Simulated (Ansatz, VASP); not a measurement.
# Zr (linear Zr chain): VASP beside Ansatz

Wanted: the spread between two codes on one cell, functional and k mesh. The structure shown is the end of the Ansatz relaxation below.

Program: Ansatz 0.2.0. Level of theory: plane waves, with VASP 6.6.1 beside it; single point at PBE, single point at RPBE and single point at PBEsol. Results are calculated unless marked as measured.

## (1) The structure

The cell holds 1 atom: 1 Zr. Cell: a = 7.500 Å, b = 7.500 Å, c = 2.539 Å, α = 90.0°, β = 90.0°, γ = 90.0°. Vacuum lies along a and b. The structure's axis is c.

## (2) Ansatz: relaxation, PBE

Ansatz runs on its default PAW (the set named soft_2) files.

This run makes the geometry at which the two programs are then compared.

input.yaml reads:

```yaml
crystal:
  lattice:
    - [7.5, 0.0, 0.0]
    - [0.0, 7.5, 0.0]
    - [0.0, 0.0, 3.255]
  atoms:
    - { symbol: Zr, position: [0.5, 0.5, 0.0], spin: 1.0 }
magnetization:
  spin_polarized: true
kpoints:
  mp_grid: { grid: [1, 1, 25] }
scf:
  occupations: { method: fermi_dirac, width: 0.05 }
hamiltonian:
  xc: pbe
relax:
  cell: { fix: [a, b, alpha, beta, gamma] }
  max_steps: 60
```

Launch:

```sh
ansatz run input.yaml --threads 4 --pin off --max-ram 8192MiB --backend cpu --events-out ev --progress --plain --runs-dir out
```

Numbers of over 12 decimals in the logs are rounded to 6 here.

The program printed:

```text
Engine: ansatz 0.2.0, aarch64-unknown-linux-gnu
Pseudopotentials: kind: paw
Pseudopotential: Zr, paw, valence charge 12, recommended cutoff 420 eV (normal), Zr.paw.azcp
Functional definition: PBE
  parameter kappa = 0.804
  parameter beta = 0.066725
  exchange = pbe_x(kappa = kappa, mu = beta*pi^2/3)
  correlation = pbe_c(beta = beta)
Crystal: 1 atoms, lattice volume = 183.094 Å³
Basis set: ecut = 420 eV, 3587 PW (Γ), exchange–correlation on 108×108×48 points (8 copies of the dense FFT grid, shifted against one another)
Bands: 11, of which v1, the nominal top of the filled ones, is band 6 counted from 1 (5 counted from 0)
Symmetry: 16 space group operations
Space group: P4/mmm (ITA 123), of the structure as read, at distance tolerance 5.7e-5 Å
Magnetic group: BNS 123.339 (UNI 999), of the structure as read, at distance tolerance 5.7e-5 Å
k-points: 13 of 25
Non-local potential: Zr, projectors of the file, l = 0: 3, l = 1: 2, l = 2: 2, l = 3: 2
PAW form: soft (Blöchl's): semilocal exchange-correlation on the pseudo side does not see the compensation charge
PAW one-centre angular grid: Zr, 590 points (default); XC on 64 Gauss nodes
Initial density: superposition of atomic densities (neutral atoms: chi_scale 0, normalization atom)
Starting moments: Σ|m| = 1 μB on 1 of 1 site
Initial wavefunctions: pseudopotential atomic-orbital guess
Functional: x = pbe(κ = 0.804, μ = 0.219515), c = pbe(β = 0.066725)
SCF iter   1: F=—  HF=-4179.310605 eV  |F-HF|=—  |Δ(HF+E_count)|=         —  Δρ=9.31e-3 (↑9.31e-3 ↓9.03e-3)  dr2=1.24e0  dr2_m=3.86e-3  M=1.145 μB ∫|m|=1.145 μB  β_m=0.30  ethr=3.10e-3  ⟨swp⟩=4.5  Hψ=1551  notcnv=0
Mixer restart at iter 1: flushing history
preconditioner: auto → LDOS  [metal: Δε(μ)=0.006 eV  Ē_g=2.246 eV  σ=0.050 eV  W_gap=0.03  n_scr=12 (ndim 8)  ℏωp=5.5 eV  f_vac=0.510  D(μ)=6.09/eV (n_scr^D=42)]
spin=Collinear: LDOS preconditioning applied to the charge; magnetization (m = ρ↑ − ρ↓) channel mixes plain (no charge-response kernel on spin).
SCF iter   2: F=—  HF=-4179.272449 eV  |F-HF|=—  |Δ(HF+E_count)|=   3.82e-2  Δρ=6.19e-3 (↑6.19e-3 ↓6.12e-3)  dr2=5.94e-1  dr2_m=2.60e-3  M=1.190 μB ∫|m|=1.190 μB  β_m=0.58  ethr=3.10e-3  ⟨swp⟩=2.0  Hψ=570  notcnv=0
SCF iter   3: F=—  HF=-4179.201254 eV  |F-HF|=—  |Δ(HF+E_count)|=   7.12e-2  Δρ=3.08e-3 (↑3.08e-3 ↓2.78e-3)  dr2=4.25e-2  dr2_m=3.55e-3  M=1.386 μB ∫|m|=1.386 μB  β_m=0.79  ethr=3.10e-3  ⟨swp⟩=2.0  Hψ=489  notcnv=0
SCF iter   4: F=—  HF=-4179.318629 eV  |F-HF|=—  |Δ(HF+E_count)|=         —  Δρ=4.63e-3 (↑4.63e-3 ↓4.18e-3)  dr2=1.36e-2  dr2_m=2.86e-2  M=1.996 μB ∫|m|=1.996 μB  β_m=0.79  ethr=3.54e-4  ⟨swp⟩=2.7  Hψ=562  notcnv=0
Mixer restart at iter 4: flushing history
SCF iter   5: F=—  HF=-4179.371037 eV  |F-HF|=—  |Δ(HF+E_count)|=   5.24e-2  Δρ=5.83e-3 (↑5.80e-3 ↓5.83e-3)  dr2=2.68e-2  dr2_m=4.98e-2  M=2.582 μB ∫|m|=2.582 μB  β_m=0.34  ethr=1.13e-4  ⟨swp⟩=3.0  Hψ=567  notcnv=0
SCF iter   6: F=-4179.416035 eV  HF=-4179.405253 eV  |F-HF|=1.08e-2  |Δ(HF+E_count)|=   3.42e-2  Δρ=3.22e-3 (↑3.22e-3 ↓3.13e-3)  dr2=1.03e-2  dr2_m=1.49e-2  M=2.801 μB ∫|m|=2.801 μB  β_m=0.77  ethr=1.13e-4  ⟨swp⟩=2.5  Hψ=567  notcnv=0
SCF iter   7: F=-4179.423148 eV  HF=-4179.420174 eV  |F-HF|=2.97e-3  |Δ(HF+E_count)|=   1.49e-2  Δρ=1.26e-3 (↑1.26e-3 ↓9.56e-4)  dr2=2.66e-3  dr2_m=1.58e-3  M=2.863 μB ∫|m|=2.863 μB  β_m=0.89  ethr=8.60e-5  ⟨swp⟩=2.8  Hψ=586  notcnv=0
SCF iter   8: F=-4179.425412 eV  HF=-4179.424574 eV  |F-HF|=8.38e-4  |Δ(HF+E_count)|=   4.40e-3  Δρ=9.84e-4 (↑9.84e-4 ↓8.74e-4)  dr2=8.57e-4  dr2_m=1.20e-3  M=2.893 μB ∫|m|=2.893 μB  β_m=0.94  ethr=2.21e-5  ⟨swp⟩=2.3  Hψ=467  notcnv=0
SCF iter   9: F=-4179.426600 eV  HF=-4179.426514 eV  |F-HF|=8.57e-5  |Δ(HF+E_count)|=   1.94e-3  Δρ=4.82e-4 (↑4.82e-4 ↓3.61e-4)  dr2=2.04e-4  dr2_m=2.42e-4  M=2.923 μB ∫|m|=2.923 μB  β_m=0.97  ethr=7.14e-6  ⟨swp⟩=2.0  Hψ=509  notcnv=0
SCF iter  10: F=-4179.426807 eV  HF=-4179.426763 eV  |F-HF|=4.41e-5  |Δ(HF+E_count)|=   2.49e-4  Δρ=2.13e-4 (↑2.13e-4 ↓1.60e-4)  dr2=6.79e-5  dr2_m=4.88e-5  M=2.938 μB ∫|m|=2.938 μB  β_m=0.90  ethr=1.70e-6  ⟨swp⟩=2.0  Hψ=509  notcnv=0
SCF iter  11: F=-4179.426847 eV  HF=-4179.426841 eV  |F-HF|=6.17e-6  |Δ(HF+E_count)|=   7.84e-5  Δρ=5.92e-5 (↑5.92e-5 ↓4.68e-5)  dr2=5.35e-6  dr2_m=3.88e-6  M=2.935 μB ∫|m|=2.935 μB  β_m=0.95  ethr=5.66e-7  ⟨swp⟩=2.5  Hψ=431  notcnv=0
SCF iter  12: F=-4179.426850 eV  HF=-4179.426850 eV  |F-HF|=2.32e-8  |Δ(HF+E_count)|=   9.20e-6  Δρ=3.49e-5 (↑3.33e-5 ↓3.49e-5)  dr2=1.55e-6  dr2_m=1.54e-6  M=2.933 μB ∫|m|=2.933 μB  β_m=0.98  ethr=4.46e-8  ⟨swp⟩=2.5  Hψ=473  notcnv=0
SCF iter  13: F=-4179.426851 eV  HF=-4179.426851 eV  |F-HF|=5.68e-10  |Δ(HF+E_count)|=   1.05e-6  Δρ=7.11e-6 (↑5.57e-6 ↓7.11e-6)  dr2=3.98e-8  dr2_m=5.56e-8  M=2.933 μB ∫|m|=2.933 μB  β_m=0.99  ethr=1.29e-8  ⟨swp⟩=2.3  Hψ=433  notcnv=0
[...]
iter 9 did not close the SCF: its close was put off for a magnetic moment that had not settled (scf_convergence_deferred on its scf_iter line)
SCF iter   9: F=-4180.178055 eV  HF=-4180.178055 eV  |F-HF|=4.43e-9  |Δ(HF+E_count)|=   1.40e-7  Δρ=7.60e-7 (↑7.60e-7 ↓5.00e-7)  dr2=1.84e-9  dr2_m=9.99e-11  M=0.536 μB ∫|m|=0.536 μB  β_m=1.00  ethr=5.29e-10  ⟨swp⟩=2.0  Hψ=962  notcnv=0
SCF iter  10: F=-4180.178055 eV  HF=-4180.178055 eV  |F-HF|=1.34e-10  |Δ(HF+E_count)|=   6.16e-9  Δρ=1.32e-7 (↑1.32e-7 ↓9.22e-8)  dr2=3.16e-11  dr2_m=8.85e-12  M=0.536 μB ∫|m|=0.536 μB  ethr=1.53e-11  ⟨swp⟩=1.7  Hψ=872  notcnv=0
SCF 6 converged in 10 iterations: F = -4180.178055 eV  dr2 = 3.16e-11
relax step   6: F+E_penalty+E_count = -4180.17805456 eV  Δ(F+E_penalty+E_count) = -1.673e-2 eV  max|allowed force component| = 0.000e0 eV/Å  Δτ_max = 0.0000 Å  P = +0.001 GPa  Ω = 140.329 Å³  energy of the carried Pulay correction = +6.498e-4 eV  fix = [a, b, alpha, beta, gamma]  reactions: a -0.493, b -0.493 GPa  (10 SCF iters, dr2 threshold 1.00e-7 eV, accepted)
[...]
relax step   7: F+E_penalty+E_count = -4180.18568050 eV  Δ(F+E_penalty+E_count) = -7.626e-3 eV  max|allowed force component| = 0.000e0 eV/Å  Δτ_max = 0.0000 Å  P = -0.321 GPa  Ω = 142.792 Å³  energy of the carried Pulay correction = +6.079e-4 eV  fix = [a, b, alpha, beta, gamma]  reactions: a -0.494, b -0.494 GPa  (10 SCF iters, dr2 threshold 1.00e-7 eV, accepted)
[...]
relax step   8: F+E_penalty+E_count = -4180.18542219 eV  Δ(F+E_penalty+E_count) = +2.583e-4 eV  max|allowed force component| = 0.000e0 eV/Å  Δτ_max = 0.0000 Å  P = -0.322 GPa  Ω = 142.792 Å³  fix = [a, b, alpha, beta, gamma]  reactions: a -0.495, b -0.495 GPa  stress off target by 2.42e-2 GPa on what of the cell is left free  SCF on the basis re-selected at this cell (its energy is not comparable with the rows above)  (6 SCF iters)
basis re-selected at this cell: Δ(F+E_penalty+E_count) = +2.583e-4 eV, ΔP = -0.001 GPa vs the last step (what re-selecting the basis moved, of the pressure what is left beyond the Pulay correction that the steps carried, after the strain that the cell walked since its last selection, with what the two solves' SCF thresholds leave and, on support functions, any second-order correction that the steps lacked; it is no measure of the basis error at this ecutwfc). The dense FFT grid was sized anew with the basis: this SCF ran on 54×54×18 points, the steps before it on 54×54×24, so part of this shift can come from that change (see relax.cell in the input reference). [rest of the remark cut]
SCF converged after 6 iterations
Magnetization: 0.5451 μB (6.2726 up, 5.7274 down)
Absolute magnetization: 0.5452 μB (∫|ρ↑−ρ↓|, with the PAW one-centre terms)
Spin contamination: 0.0008 ħ² per cell (⟨S²⟩ above its minimum at these occupations)
Per-site moments (μB) at R_I (Å): [(0.236283, 1.047145)]
Free energy (F): -4180.185422 eV
Harris-Foulkes:  -4180.185422 eV  (|F-HF|=6.37e-12)
Internal energy: -4180.163360 eV  (E = F + TS)
E sigma→0 (E₀):  -4180.174391 eV
Entropy (-TS):   -0.022062 eV (-22.062 meV/atom)
Fermi energy:    -0.605294 eV
--- Per-component energies (eV) ---
  E_band       = -272.464864
  E_kinetic    = 332.224575
  E_local      = -1984.688600  (includes V_loc(G=0)·N_el)
  E_nonlocal   = 84.068562
  E_hartree    = 782.249244
  E_xc         = -158.550158
  E_vxc        = -186.774357  (∫ρ·V_xc dr)
  E_paw        = -2955.173924  (= ΣΔE_a)
  E_vpaw       = -81.793503  (= ΣTr[D̂ρ^β])
  E_aug_tail   = 0.000027  (compensation charges beyond the density's cutoff)
  E_ewald      = -280.293085
  E_smearing   = -0.022062  (= −TS)
  E_closure    = -0.000000  (closes the sum)
  Σ components = -4180.185422   (vs F -4180.185422, Δ=0.00e0)
--- Forces (eV/Å), atoms counted from 1 ---
  atom   1  Zr     0.00000000     0.00000000     0.00000000
  max |Σ_I F_I| component: 4.73e-29 eV/Å
--- Stress (GPa, compression-positive) ---
       -0.494569       0.000000       0.000000
        0.000000      -0.494569       0.000000
        0.000000       0.000000       0.024182
  P = ⅓ Tr σ = -0.3217 GPa (-3.217 kbar)
--- Relaxed structure (7 steps of the walk, 7 accepted, 1 SCFs on fresh bases) ---
  F+E_penalty+E_count = -4180.18542219 eV   max|allowed force component| = 0.000e0 eV/Å   (the final SCF, on the basis selected at the relaxed cell)
  cell:  # Å, volume = 142.7924 Å³
    - [7.5, 0.0, 0.0]
    - [0.0, 7.5, 0.0]
    - [0.0, 0.0, 2.538532]
  atoms:
    - { symbol: Zr, position: [0.5, 0.5, 0.0] }
```

Reading the cycles: dr2 is the Hartree energy of the density residual (eV), the measure of convergence; HF is the Harris–Foulkes estimate of the energy, which meets the free energy F at convergence.

## (3) VASP: single point, PBE

The same cell, functional, mesh and smearing now go to VASP, with its own data sets.

Lines of VASP's logs that name or quote its potential files are left out, and so is its time.

INCAR reads:

```
SYSTEM = Zr
PREC = Accurate
ENCUT = 500
EDIFF = 1E-06
NELM = 200
ISMEAR = -1
SIGMA = 0.05
LREAL = .FALSE.
ALGO = Normal
GGA = PE
NBANDS = 13
ISPIN = 2
MAGMOM = 0.24
LASPH = .TRUE.
LMAXMIX = 4
LORBIT = 11
LWAVE = .FALSE.
LCHARG = .FALSE.
ISIF = 2
GGA_COMPAT = .FALSE.
KPAR = 2
```

POSCAR reads:

```
Zr
1.0
    7.5000000000      0.0000000000      0.0000000000
    0.0000000000      7.5000000000      0.0000000000
    0.0000000000      0.0000000000      2.5385322133
Zr
1
Direct
    0.5000000000      0.5000000000      0.0000000000
```

KPOINTS reads:

```
Automatic mesh
0
Gamma
1 1 25
0 0 0
```

PAW data sets: Zr_sv (PBE family, release 64).

Launch:

```sh
mpirun -np 2 vasp_std
```

The program printed:

```text
[banner, memory and clock lines left out]
running    2 mpi-ranks, on    1 nodes
 distrk:  each k-point on    1 cores,    2 groups
 distr:  one band on    1 cores,    1 groups

 POSCAR found type information on POSCAR Zr
 POSCAR found :  1 types and       1 ions
 LDA part: xc-table for (Slater+PW92), standard interpolation
 POSCAR, INCAR and KPOINTS ok, starting setup
 FFT: planning ... GRIDC
 FFT: planning ... GRID_SOFT
 FFT: planning ... GRID
 WAVECAR not read
 entering main loop
       N       E                     dE             d eps       ncg     rms          rms(c)
DAV:   1     0.511515473487E+02    0.51152E+02   -0.57587E+03   969   0.641E+02
DAV:   2     0.591045065715E+00   -0.50561E+02   -0.46410E+02   908   0.157E+02
DAV:   3    -0.523253009891E+01   -0.58236E+01   -0.55242E+01  1217   0.338E+01
DAV:   4    -0.547273630576E+01   -0.24021E+00   -0.23756E+00   842   0.658E+00
DAV:   5    -0.547937438969E+01   -0.66381E-02   -0.66370E-02  1019   0.964E-01    0.888E+00
DAV:   6    -0.494554499301E+01    0.53383E+00   -0.41072E-01   716   0.525E+00    0.458E+00
DAV:   7    -0.485513611343E+01    0.90409E-01   -0.20926E-01   756   0.377E+00    0.118E+00
DAV:   8    -0.486045078262E+01   -0.53147E-02   -0.92872E-03   899   0.771E-01    0.665E-01
DAV:   9    -0.486358122109E+01   -0.31304E-02   -0.18578E-03   757   0.307E-01    0.307E-01
DAV:  10    -0.486698777536E+01   -0.34066E-02   -0.18064E-03   766   0.353E-01    0.143E-01
DAV:  11    -0.486864604295E+01   -0.16583E-02   -0.12269E-03   781   0.220E-01    0.661E-02
DAV:  12    -0.486921643506E+01   -0.57039E-03   -0.76346E-04   757   0.150E-01    0.471E-02
DAV:  13    -0.486941073887E+01   -0.19430E-03   -0.12078E-04   842   0.658E-02    0.349E-02
DAV:  14    -0.486958136984E+01   -0.17063E-03   -0.96664E-05   783   0.624E-02    0.176E-02
DAV:  15    -0.486962372305E+01   -0.42353E-04   -0.42469E-05   826   0.384E-02    0.730E-03
DAV:  16    -0.486963456706E+01   -0.10844E-04   -0.18359E-05   689   0.199E-02    0.377E-03
DAV:  17    -0.486963823938E+01   -0.36723E-05   -0.56713E-06   699   0.138E-02    0.241E-03
DAV:  18    -0.486964150146E+01   -0.32621E-05   -0.96003E-06   654   0.176E-02    0.149E-03
DAV:  19    -0.486964090119E+01    0.60027E-06   -0.78775E-06   644   0.164E-02
   1 F= -.48696409E+01 E0= -.48585852E+01  d E =-.221114E-01  mag=     0.5558
```

From OUTCAR (step 3):

```text
ion  position               nearest neighbor table
   1  0.500  0.500  0.000-

  LATTYP: Found a simple tetragonal cell.
 ALAT       =     7.5000000000
 C/A-ratio  =     0.3384709618

 Subroutine GETGRP returns: Found 16 space group operations
 (whereof 16 operations were pure point group operations)

The static configuration has the point symmetry D_4h.

 Found     13 irreducible k-points:

   k-points           NKPTS =     13   k-points in BZ     NKDIM =     13   number of bands    NBANDS=     13

   dimension x,y,z NGX =    56 NGY =   56 NGZ =   20
   dimension x,y,z NGXF=   112 NGYF=  112 NGZF=   40

   ENCUT  =  500.0 eV  36.75 Ry    6.06 a.u.  13.67 13.67  4.63*2*pi/ulx,y,z

   NELECT =      12.0000    total number of electrons

 k-points in reciprocal lattice and weights: Automatic mesh
   0.00000000  0.00000000  0.00000000       0.040
   0.00000000  0.00000000  0.04000000       0.080
   0.00000000  0.00000000  0.08000000       0.080
   0.00000000  0.00000000  0.12000000       0.080
   0.00000000  0.00000000  0.16000000       0.080
   0.00000000  0.00000000  0.20000000       0.080
   0.00000000  0.00000000  0.24000000       0.080
   0.00000000  0.00000000  0.28000000       0.080
   0.00000000  0.00000000  0.32000000       0.080
   0.00000000  0.00000000  0.36000000       0.080
   0.00000000  0.00000000  0.40000000       0.080
   0.00000000  0.00000000  0.44000000       0.080
   0.00000000  0.00000000  0.48000000       0.080

 average (electrostatic) potential at core
       1 -85.3320

 E-fermi :  -1.4269

 spin component 1
 k-point     1 :       0.0000    0.0000    0.0000
  band No.  band energies     occupation
    ...
      4     -26.8049      1.00000
      5      -3.9944      1.00000
      6      -2.7742      1.00000
      7      -1.7116      0.99665
      8      -1.4964      0.80065
      9       0.0454      0.00000
     10       0.0454      0.00000
     11       2.0246      0.00000
     12       2.9633      0.00000
     13       3.9913      0.00000

 k-point     2 :       0.0000    0.0000    0.0400
  band No.  band energies     occupation
    ...
      4     -26.8631      1.00000
      5      -3.8860      1.00000
      6      -2.7203      1.00000
      7      -1.6860      0.99442
      8      -1.4716      0.71006
      9       0.0332      0.00000
     10       0.0332      0.00000
     11       2.0603      0.00000
     12       2.9952      0.00000
     13       3.8043      0.00000

 k-point     3 :       0.0000    0.0000    0.0800
  band No.  band energies     occupation
    ...
      3     -29.0526      1.00000
      4     -27.0316      1.00000
      5      -3.5830      1.00000
      6      -2.5439      1.00000
      7      -1.6100      0.97498
      8      -1.3980      0.35978
      9      -0.0170      0.00000
     10      -0.0170      0.00000
     11       2.1676      0.00000
     12       3.0907      0.00000
    ...

 k-point     4 :       0.0000    0.0000    0.1200
  band No.  band energies     occupation
    ...
      3     -29.0218      1.00000
      4     -27.2941      1.00000
      5      -3.1620      1.00000
      6      -2.1899      1.00000
      7      -1.4854      0.76323
      8      -1.2774      0.04797
      9      -0.1428      0.00000
     10      -0.1428      0.00000
     11       2.3463      0.00000
     12       3.0979      0.00000
    ...

 k-point     5 :       0.0000    0.0000    0.1600
  band No.  band energies     occupation
    ...
      2     -28.9812      1.00000
      3     -28.9812      1.00000
      4     -27.6269      1.00000
      5      -2.7338      1.00000
      6      -1.5811      0.95630
      7      -1.3156      0.09747
      8      -1.1132      0.00188
      9      -0.3881      0.00000
     10      -0.3881      0.00000
     11       2.5966      0.00000
    ...

 k-point     6 :       0.0000    0.0000    0.2000
  band No.  band energies     occupation
      1     -50.6831      1.00000
      2     -28.9330      1.00000
      3     -28.9330      1.00000
      4     -28.0032      1.00000
      5      -2.3292      1.00000
      6      -1.1057      0.00162
      7      -0.9104      0.00003
      8      -0.7605      0.00000
      9      -0.7605      0.00000
     10      -0.7320      0.00000
    ...

  Total       -0.4459497     -0.4459497      0.0778326      0.0000000      0.0000000     -0.0000000
  in kB       -5.0037003     -5.0037003      0.8733072      0.0000000      0.0000000     -0.0000000
  external PRESSURE =      -3.0446978 kB  Pullay stress =       0.0000000 kB

  energy-cutoff  :      500.00
  volume of cell :      142.79
      direct lattice vectors                 reciprocal lattice vectors
     7.500000000  0.000000000  0.000000000     0.133333333  0.000000000  0.000000000
     0.000000000  7.500000000  0.000000000     0.000000000  0.133333333  0.000000000
     0.000000000  0.000000000  2.538532213     0.000000000  0.000000000  0.393928426

 POSITION                                       TOTAL-FORCE (eV/Angst)
 -----------------------------------------------------------------------------------
      3.75000      3.75000      0.00000         0.000000      0.000000      0.000000
 -----------------------------------------------------------------------------------
    total drift:                                0.000000      0.000000      0.000000

  FREE ENERGIE OF THE ION-ELECTRON SYSTEM (eV)
  ---------------------------------------------------
  free  energy   TOTEN  =        -4.8696409012 eV

  energy  without entropy=       -4.8475295318  energy(sigma->0) =       -4.85858522

 total charge
# of ion       s       p       d       tot
------------------------------------------
    1        2.233   5.876   1.962  10.071

 magnetization (x)
# of ion       s       p       d       tot
------------------------------------------
    1        0.010   0.004   0.307   0.321

[... 6 further parts left out ...]
```

## (4) Comparison

Known differences besides the potentials themselves: VASP starts from the moments at which Ansatz ended; the cutoff is 420 eV in Ansatz and 500 eV in VASP; Ansatz's pressure holds a Pulay correction, VASP's none; site moments are counted in spheres of each program's own size. Total energies have different zeros and are not compared.

The two programs side by side:

| quantity | Ansatz | VASP | difference |
| --- | --- | --- | --- |
| pressure (GPa) | -0.32 | -0.30 | -0.02 |
| total moment (μB) | 0.55 | 0.56 | -0.01 |
| moment on Zr1 (μB) | 0.24 | 0.32 | -0.09 |

## (5) Ansatz: relaxation, RPBE

This run makes the geometry at which the two programs are then compared. The cell compared in this pair holds 144.47 Å³, against 142.79 Å³ for the pair before.

The structure compared here is the end of the Ansatz relaxation.

Edit input.yaml of step 2 so:

```diff
@@ -14,3 +14,3 @@
 hamiltonian:
-  xc: pbe
+  xc: rpbe
 relax:
```

Launch:

```sh
ansatz run input.yaml --threads 4 --pin off --max-ram 8192MiB --backend cpu --events-out ev --progress --plain --runs-dir out
```

The program printed:

```text
[...]
Crystal: 1 atoms, lattice volume = 183.094 Å³
Basis set: ecut = 420 eV, 3587 PW (Γ), exchange–correlation on 108×108×48 points (8 copies of the dense FFT grid, shifted against one another)
Bands: 11, of which v1, the nominal top of the filled ones, is band 6 counted from 1 (5 counted from 0)
Symmetry: 16 space group operations
[...]
-0.467566       0.000000       0.000000
        0.000000      -0.467566       0.000000
        0.000000       0.000000       0.034496
  P = ⅓ Tr σ = -0.3002 GPa (-3.002 kbar)
--- Relaxed structure (7 steps of the walk, 7 accepted, 1 SCFs on fresh bases) ---
[...]
cell:  # Å, volume = 144.4665 Å³
    - [7.5, 0.0, 0.0]
    - [0.0, 7.5, 0.0]
    - [0.0, 0.0, 2.568294]
  atoms:
    - { symbol: Zr, position: [0.5, 0.5, 0.0] }
[key lines of the parts left out:]
SCF converged after 6 iterations
Magnetization: 0.5012 μB (6.2506 up, 5.7494 down)
Free energy (F): -4187.227821 eV
Fermi energy:    -0.494496 eV
```

[end of part 1 of 2]

[Lines on the potential files, build, host, timing and source positions are cut from VASP's logs without a mark.]

[Logs are printed without paths, hosts, clocks, repeated set-up lines and the standing remarks that a program may print on its own settings, such as how far it seeks lower states.]

[Hosts, paths, dates, database ids (printed as entryN), source tags and the programs' standing remarks are cut or masked in the printed files.]
